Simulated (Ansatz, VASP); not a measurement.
**One calculation of TiC, two programs**

Contents of INCAR:

```
PREC = Accurate ; ENCUT = 520
EDIFF = 1E-6 ; ISMEAR = -1
SIGMA = 0.1 ; LREAL = F
LASPH = T ; NELM = 100
ALGO = Normal ; ISIF = 2
LWAVE = F ; LCHARG = F
GGA = PE ; NBANDS = 15
```

The input KPOINTS:

```
regular mesh
0
Gamma
  6 6 6
```

File POSCAR:

```
TiC
1.0
   -0.0248512813      2.0865059631      2.1371100232
    2.1518945823     -0.0539896840      2.1662484259
    2.1432902894      2.1070300564     -0.0453853912
Ti C
1 1
Direct
    0.9257500000      0.0040000000      0.0310000000
    0.4222100000      0.5576400000      0.5496500000
```

Input for Ansatz:

```yaml
crystal:
  lattice:
    - [-0.024851281274132733, 2.0865059631305702, 2.137110023185757]
    - [2.151894582299268, -0.05398968402562493, 2.1662484259372494]
    - [2.1432902894276515, 2.1070300563714803, -0.045385391154008636]
  atoms:
    - { symbol: Ti, position: [0.92575, 0.004, 0.031] }
    - { symbol: C, position: [0.42221, 0.55764, 0.54965] }
basis:
  ecutwfc: 540.0
  xc_grid: 2
kpoints:
  mp_grid:
    grid: [6, 6, 6]
hamiltonian:
  xc: pbe
scf:
  convergence:
    dr2_threshold: 1.0e-09
  occupations:
    method: fermi_dirac
output:
  forces: true
  stress: true
```

Alike in both runs: task single point; functional PBE; k mesh 6 × 6 × 6; no spin polarisation.

|  | VASP | Ansatz |
| --- | --- | --- |
| version | VASP 6.6.1 | Ansatz 0.2.0 |
| potentials or method | VASP PAW PBE potentials, release 64 (Ti_sv, C) | plane waves, PAW |
| plane-wave cutoff (eV) | 520 | 540 |
| occupations | fermi-dirac, width 0.1 eV | fermi-dirac |
| valence electrons in the cell | 16 | 16 |

VASP gave:

| Property | Result |
| --- | --- |
| pressure (GPa) | 9.7 |
| largest component of the traceless stress (GPa) | 5.58 |
| rms of the force components (eV/Å) | 0.962 |

Task: Estimate Ansatz's values.

Result: Pressure (GPa): 9.5; largest component of the traceless stress (GPa): 5.61; rms of the force components (eV/Å): 0.957.

Atom by atom the forces differ by 0.004 eV/Å (rms over components). Ansatz warned: «stress_scf_threshold_loose».

Caveats: the k mesh is coarse (spacing up to 0.42 Å⁻¹), so the values aren't converged; forces of over 1 eV/Å show positions far from the minimum, so gaps and moduli don't describe the material at rest.
